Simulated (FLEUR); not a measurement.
# TePb (Fm-3m) in FLEUR: further runs

The runs below take TePb through band structure, equation of state, with PBE.

Program: FLEUR MaX-R8.1 (later development tree). These are calculated values, not measurements. Logs are shortened: lines on timing, memory, paths and dates and some standing lists are left out, and cuts for length are marked.

**What was measured.**

From a printed reference work, monograph, for a bulk crystal of TePb at 4.2 K: band gap 0.19 eV (direct).

How close the calculation comes is told below.

## Step 1: Starting point

Symmetry: Fm-3m, No. 225, cubic system. Conventional cell: a = 6.462 Å, b = 6.462 Å, c = 6.462 Å, α = 90.00°, β = 90.00°, γ = 90.00°. Pb (site symmetry m-3m) is surrounded by 6 Te at 3.23 Å. Around Te (site symmetry m-3m) lie 6 Pb at 3.23 Å.

## Step 2: Band structure, PBE

Contents of inp.xml:

```xml
<?xml version="1.0" encoding="UTF-8" standalone="no"?>
<fleurInput fleurInputVersion="0.39">
   <comment>
      TePb                                                                                                
   </comment>
   <calculationSetup>
      <cutoffs Kmax="4.5" Gmax="22.5" GmaxXC="22.5" numbands="0"/>
      <scfLoop itmax="60" minDistance="0.00001" maxIterBroyd="15" imix="Anderson" alpha="0.05" precondParam="0.0" spinf="2.0" sdNocoIR="T"/>
      <coreElectrons ctail="T" frcor="F" kcrel="0" coretail_lmax="0"/>
      <xcFunctional name="pbe" relativisticCorrections="F"/>
      <magnetism jspins="1"/>
      <soc l_soc="F" theta="0.0" phi="0.0" spav="F"/>
      <expertModes spex="0" secvar="F"/>
      <geometryOptimization l_f="F" forcealpha="1.0" forcemix="BFGS" epsdisp="0.00001" epsforce="0.00001"/>
      <ldaU l_linMix="F" mixParam="0.05" spinf="1.0"/>
   </calculationSetup>
   <cell>
      <bzIntegration valenceElectrons="42.0" mode="hist" fermiSmearingEnergy="0.00183747">
         <kPointListSelection listName="default-1"/>
         <!-- k-points included here -->
         <xi:include xmlns:xi="http://www.w3.org/2001/XInclude" href="kpts.xml"> </xi:include>
      </bzIntegration>
      <!-- symmetry operations included here -->
      <xi:include xmlns:xi="http://www.w3.org/2001/XInclude" href="sym.xml"> </xi:include>
      <bulkLattice scale="1.0">
         <bravaisMatrix>
[... 31 lines left out ...]
         </electronConfig>
         <energyParameters s="5" p="5" d="5" f="4"/>
         <lo type="SCLO" l="1" n="4" eDeriv="0"/>
         <lo type="SCLO" l="1" n="4" eDeriv="1"/>
         <lo type="SCLO" l="2" n="4" eDeriv="0"/>
         <lo type="SCLO" l="2" n="4" eDeriv="1"/>
         <lo type="SCLO" l="0" n="5" eDeriv="2"/>
         <lo type="SCLO" l="3" n="4" eDeriv="2"/>
      </species>
   </atomSpecies>
   <atomGroups>
      <atomGroup species="Lead (Pb)">
         <relPos label="                   1">.0000000000 .0000000000 .0000000000</relPos>
         <force calculate="T" relaxXYZ="TTT"/>
      </atomGroup>
      <atomGroup species="Tellurium (Te)">
         <relPos label="                   2">1.000/2.000 1.000/2.000 1.000/2.000</relPos>
         <force calculate="T" relaxXYZ="TTT"/>
      </atomGroup>
   </atomGroups>
   <output dos="F" band="F" slice="F">
      <checks vchk="F" cdinf="F"/>
      <bandDOS minEnergy="-.5*Htr" maxEnergy="0.5*Htr" sigma="0.015" storeEVData="T"/>
      <vacuumDOS vacdos="F" integ="F" star="F" nstars="0" locx1="0.0" locy1="0.0" locx2="0.0" locy2="0.0" nstm="0" tworkf="0.0"/>
      <unfoldingBand unfoldBand="F" supercellX="1" supercellY="1" supercellZ="1"/>
      <plotting iplot="0" polar="F">
         <plot TwoD="T" vec1="  1.0  0.0  0.0" vec2="  0.0  1.0  0.0" vec3="  0.0  0.0  1.0" zero="  0.0  0.0  0.0" file="plot"/>
      </plotting>
      <chargeDensitySlicing numkpt="0" minEigenval="0.0" maxEigenval="0.0" nnne="0" pallst="F"/>
      <specialOutput eonly="F"/>
      <moessbauerParams electricFieldGradient="T" isomerShift="T" coreHyperfine="T" valenceHyperfine="T"/>
      <magneticCircularDichroism mcd="F" energyLo="-10.0" energyUp="0.0"/>
   </output>
  <!-- We include the file relax.xml here to enable relaxations (see documentation) -->
  <xi:include xmlns:xi="http://www.w3.org/2001/XInclude" href="relax.xml"> <xi:fallback/> </xi:include>
</fleurInput>
```

Contents of crystal.txt:

```
TePb
&input cartesian=F /
0.0000000000  3.2310000000  3.2310000000
3.2310000000  0.0000000000  3.2310000000
3.2310000000  3.2310000000  0.0000000000
1.8897261246
1.0 1.0 1.0

2
82 0.0000000000  0.0000000000  0.0000000000
52 0.5000000000  0.5000000000  0.5000000000

&kpt div1=7 div2=7 div3=7 gamma=T /
```

Contents of inp.xml (bands):

```
<?xml version="1.0" encoding="UTF-8" standalone="no"?>
<fleurInput fleurInputVersion="0.39">
   <comment>
      TePb                                                                                                
   </comment>
   <calculationSetup>
      <cutoffs Kmax="4.5" Gmax="22.5" GmaxXC="22.5" numbands="0"/>
      <scfLoop itmax="60" minDistance="0.00001" maxIterBroyd="15" imix="Anderson" alpha="0.05" precondParam="0.0" spinf="2.0" sdNocoIR="T"/>
      <coreElectrons ctail="T" frcor="F" kcrel="0" coretail_lmax="0"/>
      <xcFunctional name="pbe" relativisticCorrections="F"/>
      <magnetism jspins="1"/>
      <soc l_soc="F" theta="0.0" phi="0.0" spav="F"/>
      <expertModes spex="0" secvar="F"/>
      <geometryOptimization l_f="F" forcealpha="1.0" forcemix="BFGS" epsdisp="0.00001" epsforce="0.00001"/>
      <ldaU l_linMix="F" mixParam="0.05" spinf="1.0"/>
   </calculationSetup>
   <cell>
      <bzIntegration valenceElectrons="42.0" mode="hist" fermiSmearingEnergy="0.00183747">
         <kPointListSelection listName="path-1"/>
         <!-- k-points included here -->
         <xi:include xmlns:xi="http://www.w3.org/2001/XInclude" href="kpts.xml"> </xi:include>
      </bzIntegration>
      <!-- symmetry operations included here -->
      <xi:include xmlns:xi="http://www.w3.org/2001/XInclude" href="sym.xml"> </xi:include>
      <bulkLattice scale="1.0">
[... 32 lines left out ...]
         </electronConfig>
         <energyParameters s="5" p="5" d="5" f="4"/>
         <lo type="SCLO" l="1" n="4" eDeriv="0"/>
         <lo type="SCLO" l="1" n="4" eDeriv="1"/>
         <lo type="SCLO" l="2" n="4" eDeriv="0"/>
         <lo type="SCLO" l="2" n="4" eDeriv="1"/>
         <lo type="SCLO" l="0" n="5" eDeriv="2"/>
         <lo type="SCLO" l="3" n="4" eDeriv="2"/>
      </species>
   </atomSpecies>
   <atomGroups>
      <atomGroup species="Lead (Pb)">
         <relPos label="                   1">.0000000000 .0000000000 .0000000000</relPos>
         <force calculate="T" relaxXYZ="TTT"/>
      </atomGroup>
      <atomGroup species="Tellurium (Te)">
         <relPos label="                   2">1.000/2.000 1.000/2.000 1.000/2.000</relPos>
         <force calculate="T" relaxXYZ="TTT"/>
      </atomGroup>
   </atomGroups>
   <output dos="F" band="T" slice="F">
      <checks vchk="F" cdinf="F"/>
      <bandDOS minEnergy="-.5*Htr" maxEnergy="0.5*Htr" sigma="0.015" storeEVData="T"/>
      <vacuumDOS vacdos="F" integ="F" star="F" nstars="0" locx1="0.0" locy1="0.0" locx2="0.0" locy2="0.0" nstm="0" tworkf="0.0"/>
      <unfoldingBand unfoldBand="F" supercellX="1" supercellY="1" supercellZ="1"/>
      <plotting iplot="0" polar="F">
         <plot TwoD="T" vec1="  1.0  0.0  0.0" vec2="  0.0  1.0  0.0" vec3="  0.0  0.0  1.0" zero="  0.0  0.0  0.0" file="plot"/>
      </plotting>
      <chargeDensitySlicing numkpt="0" minEigenval="0.0" maxEigenval="0.0" nnne="0" pallst="F"/>
      <specialOutput eonly="F"/>
      <moessbauerParams electricFieldGradient="T" isomerShift="T" coreHyperfine="T" valenceHyperfine="T"/>
      <magneticCircularDichroism mcd="F" energyLo="-10.0" energyUp="0.0"/>
   </output>
  <!-- We include the file relax.xml here to enable relaxations (see documentation) -->
  <xi:include xmlns:xi="http://www.w3.org/2001/XInclude" href="relax.xml"> <xi:fallback/> </xi:include>
</fleurInput>
```

Potentials or basis: all-electron, FLAPW.

Started as:

```bash
$ inpgen -f crystal.txt -profile moderate
$ # inp.xml edited to the form shown
$ fleur_MPI
$ fleur_MPI   # second run, on inp.xml (bands)
```

Standard output:

```text
Welcome to FLEUR        (www.flapw.de)
      MaX-Release 8.1          (www.max-centre.eu)

 ========== k-point set info ==========
 Selected k-point list: default-1
 k-point list type: mesh
 7 x 7 x 7
 Number of k points: 20

 ------------Calculation Setup---------------------------
 Number of MPI-tasks      :            1
 Number of PE/node        :            1
 Number of OMP-threads    :            1
 Most efficient MPI parallelization for:
           1           2           4           5          10          20
 Additional eigenvalue parallelization possible
 Number of basis functions:          809
 Approximate size of matrices (H+S) per k-point:         0.010 GB
 --------------------------------------------------------
 Iteration:     1   Distance:       8.28077801 me/bohr^3
 Iteration:     2   Distance:       7.75381280 me/bohr^3
 Iteration:     3   Distance:       3.22372283 me/bohr^3
 Iteration:     4   Distance:       0.95632964 me/bohr^3
 Iteration:     5   Distance:       0.66862669 me/bohr^3
 Iteration:     6   Distance:       0.07132697 me/bohr^3
 Iteration:     7   Distance:       0.05847676 me/bohr^3
 Iteration:     8   Distance:       0.01526082 me/bohr^3
 Iteration:     9   Distance:       0.00141848 me/bohr^3
 Iteration:    10   Distance:       0.00099011 me/bohr^3
 Iteration:    11   Distance:       0.00040306 me/bohr^3
 Iteration:    12   Distance:       0.00007697 me/bohr^3
 Iteration:    13   Distance:       0.00005269 me/bohr^3
 Iteration:    14   Distance:       0.00001108 me/bohr^3
 Iteration:    15   Distance:       0.00000104 me/bohr^3

 ********************************************************************
 Run finished successfully
 Stop message:
   all done
 ********************************************************************
```

output (bands):

```text
Welcome to FLEUR        (www.flapw.de)
      MaX-Release 8.1          (www.max-centre.eu)

 ========== k-point set info ==========
 Selected k-point list: path-1
 k-point list type: path
 Number of k points: 60

 ------------Calculation Setup---------------------------
 Number of MPI-tasks      :            1
 Number of PE/node        :            1
 Number of OMP-threads    :            1
 Most efficient MPI parallelization for:
           1           2           3           4           5           6          10          12          15          20          30          60
 Additional eigenvalue parallelization possible
 Number of basis functions:          809
 Approximate size of matrices (H+S) per k-point:         0.010 GB
 --------------------------------------------------------
 Fermi energy correction for insulators:
 No automatic correction of the Fermi energy has been performed.

 Note: Band structure data (together with different weights) is also stored in the banddos.hdf file.
       A convenient way of extracting and plotting the data from that file is by making use of the

 ********************************************************************
 Run finished successfully
 Stop message:
   Charge density postprocessing done.
 ********************************************************************
```

out.xml (last iteration):

```text
<iteration numberForCurrentRun="   15" overallNumber="   15">
         <energyParameters units="Htr">
            <atomicEP atomType="1" spin="1" branch="6s" branchLowest="-4.88" branchHighest="0.56" value="-0.0701828036"/>
            <atomicEP atomType="1" spin="1" branch="6p" branchLowest="-2.74" branchHighest="1.39" value="0.2136190845"/>
            <atomicEP atomType="1" spin="1" branch="5d" branchLowest="-14.33" branchHighest="-0.31" value="-0.3388877228"/>
            <atomicEP atomType="1" spin="1" branch="5f" branchLowest="-4.48" branchHighest="1.85" value="0.5535360365"/>
            <loAtomicEP atomType="1" spin="1" branch="5p" branchLowest="-23.27" branchHighest="-2.74" value="-2.8075721513"/>
            <loAtomicEP atomType="1" spin="1" branch="5p" branchLowest="-23.27" branchHighest="-2.74" value="-2.8075721513"/>
            <loAtomicEP atomType="1" spin="1" branch="6s" branchLowest="-4.88" branchHighest="0.56" value="-0.0701828036"/>
            <loAtomicEP atomType="1" spin="1" branch="5d" branchLowest="-14.33" branchHighest="-0.31" value="-0.3704255159"/>
            <loAtomicEP atomType="1" spin="1" branch="5f" branchLowest="-4.48" branchHighest="1.85" value="0.5535228201"/>
            <atomicEP atomType="2" spin="1" branch="5s" branchLowest="-5.60" branchHighest="0.32" value="-0.1539781986"/>
            <atomicEP atomType="2" spin="1" branch="5p" branchLowest="-3.76" branchHighest="0.95" value="0.1437423840"/>
            <atomicEP atomType="2" spin="1" branch="5d" branchLowest="-1.08" branchHighest="2.04" value="0.3903908026"/>
            <atomicEP atomType="2" spin="1" branch="4f" branchLowest="-9.99" branchHighest="1.55" value="0.5485921842"/>
            <loAtomicEP atomType="2" spin="1" branch="4p" branchLowest="-29.07" branchHighest="-3.76" value="-3.7703204519"/>
            <loAtomicEP atomType="2" spin="1" branch="4p" branchLowest="-29.07" branchHighest="-3.76" value="-3.7703204519"/>
            <loAtomicEP atomType="2" spin="1" branch="4d" branchLowest="-20.12" branchHighest="-1.08" value="-1.0855068079"/>
            <loAtomicEP atomType="2" spin="1" branch="4d" branchLowest="-20.12" branchHighest="-1.08" value="-1.0855068079"/>
            <loAtomicEP atomType="2" spin="1" branch="5s" branchLowest="-5.60" branchHighest="0.32" value="-0.1539781986"/>
            <loAtomicEP atomType="2" spin="1" branch="4f" branchLowest="-9.99" branchHighest="1.55" value="0.5485922994"/>
         </energyParameters>
         <eigenvalues>
            <eigenvaluesAt spin="1" ikpt="1" k_x="0.00000000" k_y="0.00000000" k_z="0.00000000">
                      -3.7587664711       -3.7587664711       -3.7587664711       -2.7426271891       -2.7426271891
                      -2.7426271891       -1.0887583648       -1.0887583648       -1.0885590876       -1.0885590876
                      -1.0885590876       -0.3743284005       -0.3743284005       -0.3740180797       -0.3740180797
                      -0.3740180797       -0.2015115146        0.0347424557        0.1907720175        0.1907720175
[... 85 lines left out ...]
               <shell n="4" l="0" isomerShift="22673.62008"/>
               <shell n="3" l="2" isomerShift="0.00328"/>
               <shell n="4" l="1" isomerShift="1997.28330"/>
               <shell n="4" l="2" isomerShift="0.00091"/>
               <shell n="4" l="3" isomerShift="0.00000"/>
               <shell n="5" l="0" isomerShift="4846.86068"/>
            </coreIsomerShift>
            <coreIsomerShift atomType="2" isTotal="232178.37683">
               <shell n="1" l="0" isomerShift="201660.30742"/>
               <shell n="2" l="0" isomerShift="24008.81017"/>
               <shell n="2" l="1" isomerShift="632.51203"/>
               <shell n="3" l="0" isomerShift="4745.13314"/>
               <shell n="3" l="1" isomerShift="135.56116"/>
               <shell n="4" l="0" isomerShift="996.05289"/>
               <shell n="3" l="2" isomerShift="0.00003"/>
            </coreIsomerShift>
            <isomerShift atomType="1" nucleusRadius="0.0001398" averageDensity="2991347.70481"/>
            <isomerShift atomType="2" nucleusRadius="0.0001189" averageDensity="232295.31752"/>
            <electricFieldGradient atomType="1" VXX="0.00000" VYY="0.00000" VZZ="0.00000" asymParam="0.00000">
            </electricFieldGradient>
            <electricFieldGradient atomType="2" VXX="0.00000" VYY="0.00000" VZZ="0.00000" asymParam="0.00000">
            </electricFieldGradient>
         </moessbauerParams>
         <totalEnergy                                    value="   -27725.1462749976" units="Htr">
            <sumOfEigenvalues                            value="   -17069.7181798946">
               <coreElectrons value="-17016.6944041134"/>
               <valenceElectrons value="-53.0237757812"/>
            </sumOfEigenvalues>
            <densityCoulombPotentialIntegral value="-47882.0542765178"/>
            <densityEffectivePotentialIntegral value="-48622.8690900632"/>
            <chargeDenXCDenIntegral value="-566.4784719219"/>
            <FockExchangeEnergyValence value="0.0000000000"/>
            <FockExchangeEnergyCore value="0.0000000000"/>
            <atomTypeDependentContributions atomType="1">
               <electronNucleiInteractionDifferentMTs value="26464.3710627359"/>
               <MadelungTerm value="-40.2406877627"/>
            </atomTypeDependentContributions>
            <atomTypeDependentContributions atomType="2">
               <electronNucleiInteractionDifferentMTs value="8241.7031103807"/>
               <MadelungTerm value="-24.4767141062"/>
            </atomTypeDependentContributions>
            <tkbTimesEntropy value="0.0000000000"/>
            <freeEnergy value="-27725.1462749976"/>
            <extrapolationTo0K value="-27725.1462749976"/>
         </totalEnergy>
         <densityConvergence units="me/bohr^3">
            <chargeDensity spin="1" distance="0.0000010433"/>
         </densityConvergence>
      </iteration>
```

Run time: 1.8 min. Hardware: 1 thread of Arm Neoverse V1, shared host; peak memory 0.14 GiB.

What came out:

```
Free energy                                           : -754439.6640 eV
Band gap along the path                               : 0.73 eV, direct
Valence electrons inside the program's atomic spheres : Pb 17.93; Te 20.15 (radii Pb 2.66, Te 2.66 bohr)
```

Levels at the corners of the path, in eV from the Fermi level:
| point | band 17 | band 18 | band 19 | band 20 | band 21 | band 22 | band 23 | band 24 | band 25 | band 26 |
| --- | --- | --- | --- | --- | --- | --- | --- | --- | --- | --- |
| Γ | -11.92 | -5.49 | -1.25 | -1.25 | -1.25 | 4.19 | 4.19 | 4.19 | 5.92 | 5.92 |
| X | -10.24 | -7.18 | -4.40 | -2.70 | -2.70 | 3.40 | 5.58 | 5.58 | 6.81 | 10.37 |
| W | -10.08 | -7.88 | -3.68 | -3.68 | -0.26 | 1.78 | 5.33 | 5.33 | 6.96 | 6.96 |
| K | -10.15 | -7.86 | -4.01 | -2.20 | -1.98 | 3.68 | 3.89 | 5.24 | 6.05 | 8.99 |
| Γ | -11.92 | -5.49 | -1.25 | -1.25 | -1.25 | 4.19 | 4.19 | 4.19 | 5.92 | 5.92 |
| L | -10.49 | -8.48 | -0.79 | -0.79 | 0.10 | 0.84 | 1.38 | 1.38 | 8.49 | 9.40 |
| U | -10.15 | -7.86 | -4.01 | -2.20 | -1.98 | 3.68 | 3.89 | 5.24 | 6.05 | 8.99 |
| W | -10.08 | -7.88 | -3.68 | -3.68 | -0.26 | 1.78 | 5.33 | 5.33 | 6.96 | 6.96 |
| L | -10.49 | -8.48 | -0.79 | -0.79 | 0.10 | 0.84 | 1.38 | 1.38 | 8.49 | 9.40 |
| K | -10.15 | -7.86 | -4.01 | -2.20 | -1.98 | 3.68 | 3.89 | 5.24 | 6.05 | 8.99 |
| U | -10.15 | -7.86 | -4.01 | -2.20 | -1.98 | 3.68 | 3.89 | 5.24 | 6.05 | 8.99 |
| X | -10.24 | -7.18 | -4.40 | -2.70 | -2.70 | 3.40 | 5.58 | 5.58 | 6.81 | 10.37 |

Core levels (eV from the Fermi level):
| atom | levels |
| --- | --- |
| 1 Pb | 1s1/2 -87978.6, 2s1/2 -15718.7, 2p1/2 -15092.8, 2p3/2 -12902.7, 3s1/2 -3769.7, 3p1/2 -3487.7, 3p3/2 -2999.1, 4s1/2 -850.2, 3d3/2 -2536.6, 3d5/2 -2432.6, 4p1/2 -728.3, 4p3/2 -608.7, 4d3/2 -410.3, 4d5/2 -387.9, 4f5/2 -131.1, 4f7/2 -126.1, 5s1/2 -139.3 |
| 2 Te | 1s1/2 -31602.0, 2s1/2 -4840.1, 2p1/2 -4534.3, 2p3/2 -4259.8, 3s1/2 -958.8, 3p1/2 -833.2, 3p3/2 -782.0, 4s1/2 -158.7, 3d3/2 -560.4, 3d5/2 -549.7 |

Caveat: this odd mesh misses L, where the gap lies, so gap, dielectric constants and Born charges aren't listed; spin-orbit coupling is left out, which moves the levels of the heavy elements.

## Step 3: Equation of state, PBE, 31.71 Å³/atom (volume scaled by 0.94)

Changes to inp.xml since step 2:

```diff
@@ -24,3 +24,3 @@
       <xi:include xmlns:xi="http://www.w3.org/2001/XInclude" href="sym.xml"> </xi:include>
-      <bulkLattice scale="1.0">
+      <bulkLattice scale="0.9795861087">
          <bravaisMatrix>
```

Potentials or basis: all-electron, FLAPW.

Started as:

```bash
$ inpgen -f crystal.txt -profile moderate
$ # inp.xml edited to the form shown
$ fleur_MPI
```

Run time: 81 s. Hardware: 1 thread of Arm Neoverse V1, shared host; peak memory 0.14 GiB.

Results (log left out):

- Free energy: -754439.5693 eV
- Valence electrons inside the program's atomic spheres: Pb 17.98; Te 20.18 (radii Pb 2.66, Te 2.66 bohr)

Caveat: this odd mesh misses L, where the gap lies, so gap, dielectric constants and Born charges aren't listed.

## Step 4: Equation of state, PBE, 32.38 Å³/atom (volume scaled by 0.96)

Changes to inp.xml since step 3:

```diff
@@ -24,3 +24,3 @@
       <xi:include xmlns:xi="http://www.w3.org/2001/XInclude" href="sym.xml"> </xi:include>
-      <bulkLattice scale="0.9795861087">
+      <bulkLattice scale="0.9864848297">
          <bravaisMatrix>
```

Started as:

```bash
$ inpgen -f crystal.txt -profile moderate
$ # inp.xml edited to the form shown
$ fleur_MPI
```

It took 83 s on 1 thread of Arm Neoverse V1, shared host; peak memory 0.14 GiB.

The run converged. Its results:

- Free energy: -754439.6105 eV
- Valence electrons inside the program's atomic spheres: Pb 17.96; Te 20.17 (radii Pb 2.66, Te 2.66 bohr)

Caveat: this odd mesh misses L, where the gap lies, so gap, dielectric constants and Born charges aren't listed.

(Continued in part 2 of 2.)
